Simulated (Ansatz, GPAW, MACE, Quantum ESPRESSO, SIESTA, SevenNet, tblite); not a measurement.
## tblite runs on generalised stacking fault on (110) of a LiCl-LiBr solid solution (56 atoms)

Wanted: tblite inputs and outputs for generalised stacking fault on (110) of a LiCl-LiBr solid solution (56 atoms), checked against a plane-wave reference.

Main program and level: tblite 0.8.0; the method is named at each step.

## 1. Starting point

The cell holds 56 atoms: 28 Li, 10 Br and 18 Cl. Its edges and angles: a = 7.448 Å, b = 5.266 Å, c = 26.274 Å, α = 90.0°, β = 88.6°, γ = 90.0°. Rock-salt LiCl lattice (a = 5.2663 Å, the value set for the mixture), cell with z along [110], 2 x 1 x 7 periods; the third cell vector is tilted by 0.167 of 1/2[1-10] and lengthened by 0.2 Å, so the cell holds one fault; displaced by a Gaussian of 0.01 Å; 10 of 28 Cl sites given to Br at random (lattice constant by Vegard's rule between LiCl and LiBr). Then every atom was moved at random, 0.02 Å r.m.s. a Cartesian component. The structure's axis is c.

The yardstick, on the same geometry:

| Quantity | Value |
| --- | --- |
| method | Kohn-Sham DFT, PBE, PAW, plane waves (Ansatz 0.2.0); cutoff 420 eV, Γ point, fermi-dirac smearing of 0.05 eV; PAW set soft_2 |
| r.m.s. force component | 0.1316 eV/Å |
| longest force | 0.667 eV/Å |
| pressure | -0.1118 GPa |
| gap (highest filled to lowest empty level) | 5.407 eV |
| SCF cycles | 6 |
| time | 7.1 s on 4 threads of Arm Neoverse V1, shared host |
| CPU time | 26 s |

## 2. GFN1-xTB

Method: GFN1-xTB tight binding, diagonalisation.

The input, run.py:

```python
import numpy as np
from ase.io import read
from tblite.ase import TBLite

atoms = read("structure.xyz")
atoms.calc = TBLite(method="GFN1-xTB", electronic_temperature=580, accuracy=1.0, max_iterations=250, mixer_damping=0.1, verbosity=1)
energy = atoms.get_potential_energy()
forces = atoms.get_forces()
print(f"energy {energy:.6f} eV")
print("forces (eV/A)")
for i, (a, f) in enumerate(zip(atoms, forces)):
    print(f"{i:4d} {a.symbol:2s} {f[0]:10.5f} {f[1]:10.5f} {f[2]:10.5f}")
stress = -atoms.get_stress(voigt=False) * 160.21766
print("stress (GPa, compression positive)")
for row in stress:
    print(" ".join(f"{x:10.4f}" for x in row))
print("charges (e)")
print(np.array2string(atoms.get_charges(), precision=4, suppress_small=True, max_line_width=110, threshold=100000))
```

The input, structure.xyz:

```xyz
56
Lattice="7.44767 0.00000 0.00000 0.00000 5.26630 0.00000 0.62061 0.00000 26.26686" Properties=species:S:1:pos:R:3 pbc="T T T"
Li 7.46790 0.00300 26.09875
Br 5.59699 0.02738 1.86889
Li 7.46002 5.25503 3.71912
Cl 5.57460 0.01659 5.58013
Li 7.46303 0.01459 7.45874
Cl 5.57128 5.26045 9.32001
Li 7.46511 5.26319 11.21595
Cl 5.58066 5.25040 13.00472
Li 7.47809 0.02738 14.85759
Cl 5.59270 0.02054 16.74512
Li 7.48391 5.24213 18.61874
Cl 5.58922 0.01748 20.51915
Li 7.42742 0.02238 22.33340
Cl 5.58316 5.26398 24.15894
Li 3.73397 0.00848 26.07826
Br 1.90308 0.02960 1.86206
Li 3.71184 0.01922 3.69417
Cl 1.84849 0.01611 5.59432
Li 3.70976 5.23823 7.45191
Br 1.85600 5.25198 9.30057
Li 3.70498 0.00032 11.16447
Cl 1.88473 5.25603 13.02258
Li 3.75880 5.25108 14.88307
Cl 1.87156 0.02164 16.76798
Li 3.71758 0.01754 18.61060
Cl 1.87336 0.00174 20.46582
Li 3.67774 5.26267 22.30818
Cl 1.83518 5.22733 24.20228
Li 1.82869 2.70488 1.85628
Cl 7.48238 2.60982 3.67578
Li 1.86096 2.65021 5.59248
Cl 7.44886 2.64942 7.40437
Li 1.84647 2.63194 9.26616
Br 7.42608 2.61366 11.16236
Li 1.90650 2.63605 13.00787
Cl 7.45946 2.61208 14.86363
Li 1.86696 2.62536 16.73409
Cl 7.43215 2.64579 18.60587
Li 1.87335 2.61577 20.44980
Cl 7.46004 2.62325 22.32079
Li 1.82357 2.63225 24.19624
Cl 7.46582 2.62278 26.05489
Li 5.60487 2.64310 1.87151
Br 3.69860 2.61182 3.72648
Li 5.60225 2.64721 5.58722
Br 3.72649 2.63541 7.40016
Li 5.56627 2.64916 9.32526
Br 3.72157 2.63857 11.15422
Li 5.57017 2.60382 13.04622
Cl 3.68632 2.61456 14.88858
Li 5.60694 2.61998 16.76482
Br 3.71156 2.60492 18.60797
Li 5.56327 2.65653 20.46425
Br 3.69865 2.62256 22.32000
Li 5.60026 2.66554 24.21437
Br 3.72574 2.59560 26.08299
```

Launch:

```bash
> OMP_NUM_THREADS=1 python run.py > output.txt
```

Log:

```text
------------------------------------------------------------
  cycle        total energy    energy error   density error
------------------------------------------------------------
      1     -128.8553077068  -1.2864201E+02   5.5622207E-01
      2     -129.0046826725  -1.4937497E-01   4.9857916E-01
      3     -127.1922559168   1.8124268E+00   2.1661154E-01
      4     -112.7218793098   1.4470377E+01   4.9796608E-01
      5     -128.9476523096  -1.6225773E+01   9.3854597E-02
      6     -128.9940261640  -4.6373854E-02   7.4547788E-02
      7     -129.1189334706  -1.2490731E-01   4.2764110E-02
      8     -129.1345816014  -1.5648131E-02   3.3009528E-02
      9     -129.1286437149   5.9378865E-03   3.4473318E-02
     10     -129.1430460095  -1.4402295E-02   2.3189358E-02
     11     -129.1600738988  -1.7027889E-02   1.8637954E-02
     12     -129.1603025964  -2.2869758E-04   1.7762590E-02
     13     -129.1624576856  -2.1550892E-03   1.6345034E-02
     14     -129.1695603117  -7.1026261E-03   1.2460316E-02
     15     -129.1726174600  -3.0571483E-03   1.0418106E-02
     16     -129.1765129487  -3.8954887E-03   7.1314159E-03
     17     -129.1790248718  -2.5119231E-03   3.5964852E-03
     18     -129.1798739337  -8.4906186E-04   2.8812635E-04
     19     -129.1798708335   3.1001925E-06   3.2644295E-04
     20     -129.1798768612  -6.0276716E-06   4.9945771E-05
     21     -129.1798765866   2.7455494E-07   6.8174379E-05
     22     -129.1798754185   1.1681357E-06   1.3840408E-04
     23     -129.1798769059  -1.4873637E-06   8.3123288E-06
     24     -129.1798769043   1.5594992E-09   9.3542133E-06
------------------------------------------------------------
 total:                                   3.326 sec
energy -3515.163497 eV
forces (eV/A)
   0 Li    0.22111   -0.01199   -0.62591
   1 Br   -0.10031   -0.11470    0.21743
   2 Li    0.03481    0.00976    0.13038
   3 Cl    0.17457   -0.04110    0.09698
   4 Li   -0.16230    0.00296   -0.17751
   5 Cl    0.07750    0.02115   -0.08316
   6 Li   -0.15800   -0.03330    0.01825
   7 Cl    0.01216    0.00526    0.19954
   8 Li   -0.02268   -0.03780    0.07072
   9 Cl    0.08575   -0.07404   -0.06894
  10 Li   -0.06694    0.03527    0.00661
  11 Cl    0.11195   -0.04330   -0.15350
  12 Li    0.03042   -0.02802   -0.00017
  13 Cl    0.10351    0.00454    0.12730
  14 Li    0.24770   -0.08602   -0.63498
  15 Br   -0.74723   -0.06364    0.42070
  16 Li    0.03921   -0.06912    0.24216
  17 Cl   -0.13199   -0.03972   -0.02036
  18 Li    0.15523    0.07020   -0.16510
  19 Br   -0.13004    0.05471   -0.09958
  20 Li    0.14934    0.00622    0.09458
  21 Cl   -0.01802    0.00929    0.21646
  22 Li   -0.06713    0.00256    0.03969
  23 Cl   -0.08770   -0.07651   -0.14486
[...]
48 Li    0.02070    0.01402    0.14970
  49 Cl    0.14035    0.03206   -0.01770
  50 Li    0.09826    0.01988   -0.10532
  51 Br    0.04592    0.15505   -0.17844
  52 Li    0.28261   -0.01025    0.07647
  53 Br    0.05677    0.02657    0.08100
  54 Li    0.16467   -0.03355   -0.05789
  55 Br    0.40393    0.16778   -0.52505
stress (GPa, compression positive)
   -0.3710     0.0098    -0.2682
    0.0098    -1.1648     0.0080
   -0.2682     0.0080    -2.9097
charges (e)
[ 0.333  -0.1656  0.3341 -0.4225  0.3742 -0.4555  0.2917 -0.4148  0.4071 -0.4086  0.4036 -0.4205  0.4079
 -0.4184  0.2529 -0.1704  0.2557 -0.4291  0.2991 -0.1612  0.2915 -0.4213  0.4073 -0.4087  0.3278 -0.4159
  0.3307 -0.4147  0.2359 -0.4284  0.342  -0.428   0.2212 -0.1625  0.3322 -0.4002  0.3682 -0.4179  0.3332
 -0.4169  0.3385 -0.4365  0.2624 -0.1605  0.3416 -0.1533  0.2974 -0.1665  0.3341 -0.4073  0.3675 -0.1457
  0.3354 -0.1497  0.3368 -0.162 ]
```

It took 4.1 s on 1 thread of Arm Neoverse V1, shared host; peak memory 0.11 GiB.

Banners, paths, timers and routine set-up lines are dropped from the logs unmarked, and long logs keep their key lines alone; longer cuts are marked.

Compared with the plane-wave run:

- r.m.s. force component: 0.1533 eV/Å
- r.m.s. difference of force components: 58.02 meV/Å
- longest difference of force vectors: 324.9 meV/Å
- force difference over r.m.s. force: 44.1 %
- slope of forces against the reference's: 1.082
- correlation of force components: 0.9283
- pressure: -1.482 GPa
- pressure difference: -1.37 GPa

Length of the force difference by element (eV/Å):

| element | atoms | mean | most |
| --- | --- | --- | --- |
| Br | 10 | 0.16 | 0.32 |
| Cl | 18 | 0.10 | 0.19 |
| Li | 28 | 0.030 | 0.070 |

A closer look about Br16, which bears the longest force: 9 atoms, nearest first, numbered in the order of the input, with positions taken from that point.

| atom | x | y | z | distance (Å) | bonds | Mulliken charge (e) | Fx | Fy | Fz (eV/Å) |
| --- | --- | --- | --- | --- | --- | --- | --- | --- | --- |
| Br16 | 0.00 | 0.00 | 0.00 | 0.00 | 5 | -0.17 | -0.747 | -0.064 | 0.421 |
| Li15 | 1.21 | -0.02 | -2.05 | 2.38 | 5 | 0.25 | 0.248 | -0.086 | -0.635 |
| Li17 | 1.81 | -0.01 | 1.83 | 2.57 | 6 | 0.26 | 0.039 | -0.069 | 0.242 |
| Li29 | -0.07 | -2.59 | -0.01 | 2.59 | 5 | 0.24 | -0.262 | -0.078 | 0.377 |
| Li3 | -1.89 | -0.04 | 1.86 | 2.65 | 6 | 0.33 | 0.035 | 0.010 | 0.130 |
| Li29 | -0.07 | 2.68 | -0.01 | 2.68 | 5 | 0.24 | -0.262 | -0.078 | 0.377 |
| Li1 | -2.50 | -0.03 | -2.03 | 3.22 | 5 | 0.33 | 0.221 | -0.012 | -0.626 |
| Br56 | 1.20 | 2.57 | -2.05 | 3.50 | 5 | -0.16 | 0.404 | 0.168 | -0.525 |
| Br56 | 1.20 | -2.70 | -2.05 | 3.59 | 5 | -0.16 | 0.404 | 0.168 | -0.525 |

Atoms are counted from 1 here, from 0 in the log.

Forces lie 44 % from the reference's, at 0.16 times its CPU time (on 1 against 4 cores).

## 3. Outcome

```
force difference from the reference : tblite GFN1-xTB, 44 %
its CPU time                        : 4.1 s
```

In words: Tight binding differs by 44 % (tblite GFN1-xTB); it is another model, with fitted parameters of its own, and the xTB methods hold dispersion. One electronic-structure run takes under half the reference's CPU time: tblite GFN1-xTB, at 44 % in 4.1 s against 26 s. Periodic xTB results under one method name differ between programs and library versions. The cell is under 6 Å thick along one periodic direction, so every atom has periodic images of itself close by, which move with it and show among its neighbours and in g(r). The reference's stress is far from hydrostatic: its diagonal is 3.2, -3.0, -0.5 GPa, compression counted positive. The host structure and its lattice constant were typed by rule, without a check against the phase diagram. The electronic-structure runs sample only Γ, in a cell whose shortest periodic width is 5 Å.

[Also dropped from logs without a mark: logging warnings of Python, and SIESTA's first energy breakdown and zero terms.]

[Logs are printed without paths, hosts, clocks, repeated set-up lines and the standing remarks that a program may print on its own settings, such as how far it seeks lower states.]

[Hosts, paths, dates, database ids (printed as entryN), source tags and the programs' standing remarks are cut or masked in the printed files.]
